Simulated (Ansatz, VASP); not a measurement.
MoS2 in VASP and in Ansatz

INCAR

```
SYSTEM = MoS2
PREC = Accurate
ENCUT = 520
EDIFF = 1E-7
ISMEAR = -1
SIGMA = 0.05
LREAL = .FALSE.
LASPH = .TRUE.
NELM = 60
ALGO = Normal
ISIF = 2
LWAVE = .FALSE.
LCHARG = .FALSE.
GGA = PE
NBANDS = 20
```

Contents of KPOINTS:

```
regular mesh
0
G
  8 8 8
  0 0 0
```

Contents of POSCAR:

```
MoS2
1.0
    0.0000000000      2.9554606264      2.9554606264
    2.9554606264      0.0000000000      2.9554606264
    2.9554606264      2.9554606264      0.0000000000
Mo S
1 2
Direct
    0.0000000000      0.0000000000      0.0000000000
    0.2500000000      0.2500000000      0.2500000000
    0.7500000000      0.7500000000      0.7500000000
```

input.yaml

```yaml
crystal:
  lattice:
    - [0.0, 2.9554606264, 2.9554606264]
    - [2.9554606264, 0.0, 2.9554606264]
    - [2.9554606264, 2.9554606264, 0.0]
  atoms:
    - { symbol: Mo, position: [0.0, 0.0, 0.0] }
    - { symbol: S, position: [0.25, 0.25, 0.25] }
    - { symbol: S, position: [0.75, 0.75, 0.75] }
kpoints:
  mp_grid: { grid: [8, 8, 8] }
scf:
  occupations: { method: fermi_dirac, width: 0.05 }
hamiltonian:
  xc: pbe
  pseudopotentials: { kind: all_electron, lapw: { basis_error: 0.001 } }
output:
  forces: true
  stress: true
  eigenvalues: true
```

Change from the starting cell: volume scaled by 0.96.

Alike in both runs: task single point; functional PBE; k mesh 8 × 8 × 8; occupations fermi-dirac, width 0.05 eV; no spin polarisation.

|  | VASP | Ansatz |
| --- | --- | --- |
| version | VASP 6.6.1 | Ansatz 0.2.0 |
| potentials or method | VASP PAW PBE potentials, release 64 (Mo_sv, S) | all-electron LAPW, scalar-relativistic |
| plane-wave cutoff (eV) | 520 | see its input |

Ansatz gave:

```
gap on the k mesh at the Fermi level (eV) : none
pressure (GPa)                            : -2.4
```

Question: Estimate VASP's values.

Answer: gap on the k mesh at the Fermi level (eV): none; pressure (GPa): -2.5.

A gap of «none» marks a metal or a gap that the smearing closes. Ansatz ran all-electron here, so the differences hold the error of VASP's frozen core and of both bases.
